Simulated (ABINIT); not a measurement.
# BaTiO3 (R3m) in ABINIT: notebook

The runs below take BaTiO3 through single point, with LDA.

All numbers are computed with ABINIT 10.8.3 (patched build); they aren't measurements. Logs are shortened: lines on timing, memory, paths and dates and some standing lists are left out, and cuts for length are marked. The log counts tension as positive stress, the text compression.

### 1 The crystal as given

The structure is trigonal, space group R3m (No. 160). The conventional cell has a = 5.655 Å, b = 5.655 Å, c = 6.955 Å, α = 90.00°, β = 90.00°, γ = 120.00°. Ba (site symmetry 3m) is surrounded by 12 O at 2.79 to 2.89 Å. Ti (site symmetry 3m) has 6 O at 1.87 to 2.14 Å as nearest neighbours. Around O (site symmetry m) lie 2 Ti at 1.87 to 2.14 Å.

### 2 Single point, LDA

run.abi

```
# Pseudopotentials
pp_dirpath "./"
pseudos "Ba.upf, Ti.upf, O.upf"

# Structure
acell 4.0042 4.0042 4.0042 Angstrom
rprim
     0.7061002468     0.4076671676     0.5789904333
    -0.7061002468     0.4076671676     0.5789904333
     0.0000000000    -0.8153343352     0.5789904333
ntypat 3
znucl 56 22 8
natom 5
typat 1 2 3 3 3
xred
     0.0000000000     0.0000000000     0.0000000000
     0.4845000000     0.4845000000     0.4845000000
     0.5086000000     0.0175000000     0.5086000000
     0.0175000000     0.5086000000     0.5086000000
     0.5086000000     0.5086000000     0.0175000000

# Plane-wave basis
ecut 952.398519 eV

# k points
kptopt 1
ngkpt 5 5 5
nshiftk 1
shiftk 0.0 0.0 0.0

# Exchange and correlation
ixc 7

# Bands and occupations
nband 24
occopt 3
tsmear 0.05 eV

# SCF cycle
nstep 100
tolvrs 1.0e-10

# Output
iomode 3
prtwf 0
prtden 0
prteig 0
prtebands 0
enunit 2
```

Potentials or basis: PseudoDojo NC SR LDA v0.4.1 standard.

Command:

```sh
> abinit run.abi > log 2>&1
```

run.abo:

```text
.Version 10.8.3 of ABINIT
 Symmetries : space group R3 m (#160); Bravais hR (rhombohedral)
================================================================================
 Values of the parameters that define the memory need of the present run
     intxc =       0    ionmov =       0      iscf =       7    lmnmax =       6
     lnmax =       6     mgfft =      45  mpssoang =       3    mqgrid =    3001
     natom =       5  nloc_mem =       1    nspden =       1   nspinor =       1
    nsppol =       1      nsym =       6    n1xccc =    2501    ntypat =       3
    occopt =       3   xclevel =       1
       mpw =        4305          nfft =       91125          nkpt =          19
================================================================================
================================================================================

--------------------------------------------------------------------------------
------------- Echo of variables that govern the present computation ------------
--------------------------------------------------------------------------------
 -outvars: echo values of preprocessed input variables --------
            acell      7.5668413534E+00  7.5668413534E+00  7.5668413534E+00 Bohr
              amu      1.37327000E+02  4.78800000E+01  1.59994000E+01
             ecut      3.50000000E+01 Hartree
           enunit           2
              ixc           7
         kptrlatt        5    0    0      0    5    0      0    0    5
          kptrlen      3.78342068E+01
            natom           5
            nband          24
            ngfft          45      45      45
             nkpt          19
            nstep         100
             nsym           6
           ntypat           3
           occopt           3
           prtden           0
        prtebands           0
           prteig           0
            prtwf           0
            rprim      7.0610024680E-01  4.0766716760E-01  5.7899043330E-01
                      -7.0610024680E-01  4.0766716760E-01  5.7899043330E-01
                       0.0000000000E+00 -8.1533433520E-01  5.7899043330E-01
          spgroup         160
           tolvrs      1.00000000E-10
           tsmear      1.83746611E-03 Hartree
            typat      1  2  3  3  3
           xangst      0.0000000000E+00  0.0000000000E+00  0.0000000000E+00
                       3.9801939823E-17 -3.9420468885E-17  3.3697849421E+00
                       1.3885197413E+00 -8.0166224649E-01  2.3988417472E+00
                      -1.3885197413E+00 -8.0166224649E-01  2.3988417472E+00
                      -4.9713137928E-17  1.6033244930E+00  2.3988417472E+00
            xcart      0.0000000000E+00  0.0000000000E+00  0.0000000000E+00
                       7.5214765545E-17 -7.4493889947E-17  6.3679706438E+00
                       2.6239220315E+00 -1.5149220913E+00  4.5331539217E+00
[... 165 lines left out ...]
    3     -0.01372279711933     0.00792286061019     0.05567600218245
    4      0.01372279711933     0.00792286061019     0.05567600218245
    5      0.00000000000000    -0.01584572122039     0.05567600218245
 frms,max,avg= 4.8322296E-02 1.5775609E-01   0.000E+00  0.000E+00 -2.679E-05 e/A
 length scales=  7.566841353360  7.566841353360  7.566841353360 bohr
              =  4.004200000000  4.004200000000  4.004200000000 angstroms
 Fermi (or HOMO) energy (hartree) =   0.27046   Average Vxc (hartree)=  -0.43839
 Eigenvalues (hartree) for nkpt=  19  k points:
 kpt#   1, nband= 24, wtk=  0.00800, kpt=  0.0000  0.0000  0.0000 (reduced coord)
  -1.81578   -0.95594   -0.95594   -0.95558   -0.67944   -0.37707   -0.35108   -0.35108
  -0.13307   -0.13307   -0.13297    0.14659    0.14667    0.14667    0.17904    0.17904
   0.18792    0.20860    0.21388    0.21388    0.31427    0.31427    0.31968    0.39975
      occupation numbers for kpt#   1
   2.00000    2.00000    2.00000    2.00000    2.00000    2.00000    2.00000    2.00000
   2.00000    2.00000    2.00000    2.00000    2.00000    2.00000    2.00000    2.00000
   2.00000    2.00000    2.00000    2.00000    0.00000    0.00000    0.00000    0.00000
 prteigrs : prtvol=0 or 1, do not print more k-points.

 Fermi (or HOMO) energy (eV) =   7.35962   Average Vxc (eV)= -11.92916
 Eigenvalues (   eV  ) for nkpt=  19  k points:
 kpt#   1, nband= 24, wtk=  0.00800, kpt=  0.0000  0.0000  0.0000 (reduced coord)
 -49.40992  -26.01245  -26.01245  -26.00273  -18.48837  -10.26066   -9.55327   -9.55327
  -3.62111   -3.62111   -3.61819    3.98886    3.99100    3.99100    4.87193    4.87193
   5.11358    5.67639    5.81990    5.81990    8.55160    8.55160    8.69883   10.87778
 prteigrs : prtvol=0 or 1, do not print more k-points.

--- !EnergyTerms
iteration_state     : {dtset: 1, }
comment             : Components of total free energy in Hartree
kinetic             :  6.26654305304395E+01
hartree             :  2.99807783693182E+01
xc                  : -2.77476460071160E+01
Ewald energy        : -1.03236698662903E+02
psp_core            :  5.50463742543885E+00
local_psp           : -1.00745335341895E+02
non_local_psp       : -3.81678729425800E+00
internal            : -1.37395620980975E+02
'-kT*entropy'       : -2.29012466132285E-13
total_energy        : -1.37395620980975E+02
total_energy_eV     : -3.73872531101972E+03
band_energy         : -1.09204143641024E+01
...

 Cartesian components of stress tensor (hartree/bohr^3)
  sigma(1 1)=  2.42708535E-04  sigma(3 2)=  0.00000000E+00
  sigma(2 2)=  2.42708532E-04  sigma(3 1)=  0.00000000E+00
  sigma(3 3)=  2.44002511E-04  sigma(2 1)=  0.00000000E+00

-Cartesian components of stress tensor (GPa)         [Pressure= -7.1534E+00 GPa]
- sigma(1 1)=  7.14073162E+00  sigma(3 2)=  0.00000000E+00
- sigma(2 2)=  7.14073156E+00  sigma(3 1)=  0.00000000E+00
- sigma(3 3)=  7.17880172E+00  sigma(2 1)=  0.00000000E+00

== END DATASET(S) ==============================================================
================================================================================

 -outvars: echo values of variables after computation  --------
            acell      7.5668413534E+00  7.5668413534E+00  7.5668413534E+00 Bohr
           etotal     -1.3739562098E+02
            fcart     -2.4973429500E-19 -1.6626896885E-19 -3.0678674471E-03
                       4.7934406693E-20  4.0696658644E-20 -1.8031012783E-04
                      -2.6686591542E-04  1.5407510809E-04  1.0827258583E-03
                       2.6686591542E-04  1.5407510809E-04  1.0827258583E-03
                       5.4713917905E-20 -3.0815021619E-04  1.0827258583E-03
            rprim      7.0610024680E-01  4.0766716760E-01  5.7899043330E-01
                      -7.0610024680E-01  4.0766716760E-01  5.7899043330E-01
                       0.0000000000E+00 -8.1533433520E-01  5.7899043330E-01
           strten      2.4270853471E-04  2.4270853247E-04  2.4400251096E-04
                       0.0000000000E+00  0.0000000000E+00  0.0000000000E+00
           xangst      0.0000000000E+00  0.0000000000E+00  0.0000000000E+00
                       3.9801939823E-17 -3.9420468885E-17  3.3697849421E+00
                       1.3885197413E+00 -8.0166224649E-01  2.3988417472E+00
                      -1.3885197413E+00 -8.0166224649E-01  2.3988417472E+00
                      -4.9713137928E-17  1.6033244930E+00  2.3988417472E+00
             xred      0.0000000000E+00  0.0000000000E+00  0.0000000000E+00
                       4.8450000000E-01  4.8450000000E-01  4.8450000000E-01
                       5.0860000000E-01  1.7500000000E-02  5.0860000000E-01
                       1.7500000000E-02  5.0860000000E-01  5.0860000000E-01
                       5.0860000000E-01  5.0860000000E-01  1.7500000000E-02
 Calculation completed.
```

Run time: 2 min. Hardware: 1 thread of Arm Neoverse V1, shared host; peak memory 0.1 GiB.

What came out:

```yaml
Free_energy: -3738.7253 eV
Largest_force: 0.158 eV/Å
Band_gap_on_the_k_mesh: 2.46 eV, indirect (least direct gap 2.73 eV)
Valence_electrons_inside_the_program's_atomic_spheres: Ba 5.28; Ti 9.46; O 6.20
```

Forces in eV/Å, atoms in the order of the input:
```
Ba   0.000  0.000 -0.158
Ti   0.000  0.000 -0.009
O   -0.014  0.008  0.056
O    0.014  0.008  0.056
O    0.000 -0.016  0.056
```

Caveat: the cutoff is too short for stress, so the log's stress isn't used; this set's barium file shifts pressures by 1 GPa against other sets; this release of the barium file is off; spin-orbit coupling is left out, which moves the levels of the heavy elements; an odd mesh through Γ misses points on the zone boundary, where band edges often lie.

### 3 Single point, LDA

run.abi

```
# Pseudopotentials
pp_dirpath "./"
pseudos "Ba.upf, Ti.upf, O.upf"

# Structure
acell 3*1.0
rprim
     5.3429485438     3.0847527799     4.3811287513
    -5.3429485438     3.0847527799     4.3811287513
     0.0000000000    -6.1695055600     4.3811287513
ntypat 3
znucl 56 22 8
natom 5
typat 1 2 3 3 3
xcart
     0.0000000000     0.0000000000     0.0000000000
     0.0000000000    -0.0000000001     6.3679706400
     2.6239220299    -1.5149220903     4.5331539189
    -2.6239220299    -1.5149220903     4.5331539189
     0.0000000000     3.0298441804     4.5331539189

# Plane-wave basis
ecut 35.0

# k points
kptopt 1
ngkpt 5 5 5
nshiftk 1
shiftk 0.0 0.0 0.0

# Exchange and correlation
ixc 7

# Bands and occupations
nband 24
occopt 3
tsmear 0.05 eV

# SCF cycle
nstep 100
tolvrs 1.0e-10

# Output
iomode 3
prtwf 0
prteig 0
prtebands 0
prtden 1
prtvha 1
prtvclmb 1
prtpot 1
prtelf 1
```

Potentials or basis: PseudoDojo NC SR LDA v0.4.1 standard.

Command:

```sh
> mpirun --bind-to none -np 4 abinit run.abi > log 2>&1
```

Run time: 34 s. Hardware: 4 MPI ranks of Arm Neoverse V1, shared host; peak memory 0.32 GiB.

Results (log left out):

* Free energy: -3738.7253 eV
* Largest force: 0.158 eV/Å
* Band gap on the k mesh: 2.46 eV, indirect (least direct gap 2.73 eV)
* Valence electrons inside the program's atomic spheres: Ba 5.28; Ti 9.46; O 6.20

Forces on the atoms (eV/Å):
```
Ba   0.000  0.000 -0.158
Ti   0.000  0.000 -0.009
O   -0.014  0.008  0.056
O    0.014  0.008  0.056
O    0.000 -0.016  0.056
```

Levels at points of the mesh, in eV from the valence-band top:
```tsv
k point	band 18	band 19	band 20	band 21	band 22	band 23
(0.00, 0.00, 0.00)	-0.41	-0.27	-0.27	2.46	2.46	2.61
```

Caveat: the cutoff is too short for stress, so the log's stress isn't used; this set's barium file shifts pressures by 1 GPa against other sets; this release of the barium file is off; spin-orbit coupling is left out, which moves the levels of the heavy elements; an odd mesh through Γ misses points on the zone boundary, where band edges often lie. LDA gaps usually lie below the measured ones, often by a third to a half.

### 4 Single point, LDA

run.abi

```
# Pseudopotentials
pp_dirpath "./"
pseudos "Ba.upf, Ti.upf, O.upf"

# Structure
acell 3*1.0
rprim
     5.3429485438     3.0847527799     4.3811287513
    -5.3429485438     3.0847527799     4.3811287513
     0.0000000000    -6.1695055600     4.3811287513
ntypat 3
znucl 56 22 8
natom 5
typat 1 2 3 3 3
xred
     0.0000000000     0.0000000000     0.0000000000
     0.4845000000     0.4845000000     0.4845000000
     0.5086000000     0.0175000000     0.5086000000
     0.0175000000     0.5086000000     0.5086000000
     0.5086000000     0.5086000000     0.0175000000

# Plane-wave basis
ecut 1251.723767 eV

# k points
kptopt 1
ngkpt 5 5 5
nshiftk 1
shiftk 0.0 0.0 0.0

# Exchange and correlation
ixc 7

# Bands and occupations
nband 24
occopt 3
tsmear 0.05 eV

# SCF cycle
nstep 100
tolvrs 1.0e-10

# Output
iomode 3
prtwf 0
prtden 0
prteig 0
prtebands 0
enunit 1
```

Potentials or basis: PseudoDojo NC SR LDA v0.4 stringent.

Command:

```sh
> mpirun --bind-to none -np 4 abinit run.abi > log 2>&1
```

run.abo:

```text
.Version 10.8.3 of ABINIT
 Symmetries : space group R3 m (#160); Bravais hR (rhombohedral)
================================================================================
 Values of the parameters that define the memory need of the present run
     intxc =       0    ionmov =       0      iscf =       7    lmnmax =       6
     lnmax =       6     mgfft =      48  mpssoang =       3    mqgrid =    3001
     natom =       5  nloc_mem =       1    nspden =       1   nspinor =       1
    nsppol =       1      nsym =       6    n1xccc =    2501    ntypat =       3
    occopt =       3   xclevel =       1
       mpw =        6480          nfft =      110592          nkpt =          19
================================================================================
================================================================================

--------------------------------------------------------------------------------
------------- Echo of variables that govern the present computation ------------
--------------------------------------------------------------------------------
 -outvars: echo values of preprocessed input variables --------
            acell      1.0000000000E+00  1.0000000000E+00  1.0000000000E+00 Bohr
              amu      1.37327000E+02  4.78800000E+01  1.59994000E+01
             ecut      4.60000000E+01 Hartree
           enunit           1
              ixc           7
         kptrlatt        5    0    0      0    5    0      0    0    5
          kptrlen      3.78342067E+01
            natom           5
            nband          24
[... 223 lines left out ...]
  sigma(2 2)=  1.87456705E-04  sigma(3 1)=  0.00000000E+00
  sigma(3 3)=  1.89461491E-04  sigma(2 1)=  0.00000000E+00

-Cartesian components of stress tensor (GPa)         [Pressure= -5.5348E+00 GPa]
- sigma(1 1)=  5.51516667E+00  sigma(3 2)=  5.76337055E-09
- sigma(2 2)=  5.51516668E+00  sigma(3 1)=  0.00000000E+00
- sigma(3 3)=  5.57414950E+00  sigma(2 1)=  0.00000000E+00

== END DATASET(S) ==============================================================
================================================================================

 -outvars: echo values of variables after computation  --------
            acell      1.0000000000E+00  1.0000000000E+00  1.0000000000E+00 Bohr
           etotal     -1.3745018930E+02
            fcart      1.8843848907E-20  2.3727862463E-21 -3.0658539244E-03
                      -7.4068666260E-22  1.5230767832E-20  3.5150093975E-05
                      -1.0688368014E-04  6.1709321502E-05  1.0102346101E-03
                       1.0688368014E-04  6.1709321502E-05  1.0102346101E-03
                       2.4646374047E-21 -1.2341864300E-04  1.0102346101E-03
            rprim      5.3429485438E+00  3.0847527799E+00  4.3811287513E+00
                      -5.3429485438E+00  3.0847527799E+00  4.3811287513E+00
                       0.0000000000E+00 -6.1695055600E+00  4.3811287513E+00
           strten      1.8745670489E-04  1.8745670541E-04  1.8946149069E-04
                       1.9589298335E-13  0.0000000000E+00  0.0000000000E+00
           xangst      0.0000000000E+00  0.0000000000E+00  0.0000000000E+00
                      -1.1171250520E-16 -5.1277284535E-11  3.3697849401E+00
                       1.3885197404E+00 -8.0166224594E-01  2.3988417458E+00
                      -1.3885197404E+00 -8.0166224594E-01  2.3988417458E+00
                      -4.2787817809E-16  1.6033244918E+00  2.3988417458E+00
             xred      0.0000000000E+00  0.0000000000E+00  0.0000000000E+00
                       4.8450000000E-01  4.8450000000E-01  4.8450000000E-01
                       5.0860000000E-01  1.7500000000E-02  5.0860000000E-01
                       1.7500000000E-02  5.0860000000E-01  5.0860000000E-01
                       5.0860000000E-01  5.0860000000E-01  1.7500000000E-02
 Calculation completed.
```

Run time: 41 s. Hardware: 4 MPI ranks of Arm Neoverse V2, shared host; peak memory 0.36 GiB.

Results:

```
Free energy                                           : -3740.2102 eV
Pressure                                              : -5.5 GPa
Largest force                                         : 0.158 eV/Å
Band gap on the k mesh                                : 2.46 eV, indirect (least direct gap 2.73 eV)
Valence electrons inside the program's atomic spheres : Ba 5.26; Ti 9.47; O 6.20
```

Forces on the atoms (eV/Å):
```
Ba   0.000  0.000 -0.158
Ti   0.000  0.000  0.002
O   -0.005  0.003  0.052
O    0.005  0.003  0.052
O    0.000 -0.006  0.052
```

Levels at points of the mesh, in eV from the valence-band top:
```csv
k point,band 18,band 19,band 20,band 21,band 22,band 23
"(0.00, 0.00, 0.00)",-0.41,-0.27,-0.27,2.46,2.46,2.61
```

Caveat: spin-orbit coupling is left out, which moves the levels of the heavy elements; an odd mesh through Γ misses points on the zone boundary, where band edges often lie.

### 5 Single point, LDA

run.abi, as its differences from that of step 4:

```diff
@@ -14,11 +14,11 @@
 typat 1 2 3 3 3
-xred
+xcart
      0.0000000000     0.0000000000     0.0000000000
-     0.4845000000     0.4845000000     0.4845000000
-     0.5086000000     0.0175000000     0.5086000000
-     0.0175000000     0.5086000000     0.5086000000
-     0.5086000000     0.5086000000     0.0175000000
+     0.0000000000     0.0000000000     3.3697849424
+     1.3885197414    -0.8016622465     2.3988417474
+    -1.3885197414    -0.8016622465     2.3988417474
+     0.0000000000     1.6033244929     2.3988417474 Angstrom
 
 # Plane-wave basis
-ecut 1251.723767 eV
+ecut 35.0
 
@@ -36,3 +36,3 @@
 occopt 3
-tsmear 0.05 eV
+tsmear 0.00183747
```

Potentials or basis: PseudoDojo NC SR LDA v0.4.1 standard.

Command:

```sh
> mpirun --bind-to none -np 4 abinit run.abi > log 2>&1
```

Run time: 30 s. Hardware: 4 MPI ranks of Arm Neoverse V2, shared host; peak memory 0.32 GiB.

Results (log left out):

- Free energy: -3738.7253 eV
- Largest force: 0.158 eV/Å
- Band gap on the k mesh: 2.46 eV, indirect (least direct gap 2.73 eV)
- Valence electrons inside the program's atomic spheres: Ba 5.28; Ti 9.46; O 6.20

Forces in eV/Å, atoms in the order of the input:
```
Ba   0.000  0.000 -0.158
Ti   0.000  0.000 -0.009
O   -0.014  0.008  0.056
O    0.014  0.008  0.056
O    0.000 -0.016  0.056
```

Levels at points of the mesh, in eV from the valence-band top:
```
           k point  band 17  band 18  band 19  band 20  band 21  band 22  band 23  band 24
(0.00, 0.00, 0.00)    -0.97    -0.41    -0.27    -0.27     2.46     2.46     2.61     4.79
```

Caveat: the cutoff is too short for stress, so the log's stress isn't used; this set's barium file shifts pressures by 1 GPa against other sets; this release of the barium file is off; spin-orbit coupling is left out, which moves the levels of the heavy elements; an odd mesh through Γ misses points on the zone boundary, where band edges often lie.
